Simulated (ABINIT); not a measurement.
Runs of ABINIT 10.8.3 (patched build) on ZnO (zincite). The structure is hexagonal, space group P6_3mc (No. 186). The conventional cell has a = 3.249 Å, b = 3.249 Å, c = 5.206 Å, α = 90.00°, β = 90.00°, γ = 120.00°. Around Zn (site symmetry 3m) lie 4 O at 1.97 to 1.98 Å. Around O (site symmetry 3m) lie 4 Zn at 1.97 to 1.98 Å. 

| potentials or basis | cutoff (eV) | fine-grid cutoff | gap on the mesh (eV) | pressure (GPa) | largest force (eV/Å) |
| --- | --- | --- | --- | --- | --- |
| Ansatz PAW PBE default generated set, frozen core | 517 | 1034.03 eV | 1.24 | -1.2 | 0.07 |
| SG15 NC PBE v1.2 | 1361 | - | 1.27 | -0.6 | 0.08 |
| PseudoDojo NC SR PBE v0.4.1 standard | 1361 | - | (b) | (a) | 0.07 |
| JTH PAW PBE v2.0 | 762 | 1360.57 eV | 1.21 | -1.2 | 0.07 |

Alike in all rows: task single point; level r2SCAN; no spin polarisation; cell as given; k mesh 7 × 7 × 4; smearing fermi-dirac 0.05 eV.

Task: Estimate the missing entries.

Result: (a) -0.8; (b) 1.06.

Caveats: the PAW data sets were made with another functional, which shifts forces and pressure a little (some runs); the potentials were made for another functional, which shifts forces and pressure (some runs); the atomic spheres overlap (some runs); a meta-GGA on potentials with a model core is unreliable (some runs).

The runs don't all hold the same shells in valence.

Runs at the PBE level aren't shown here.
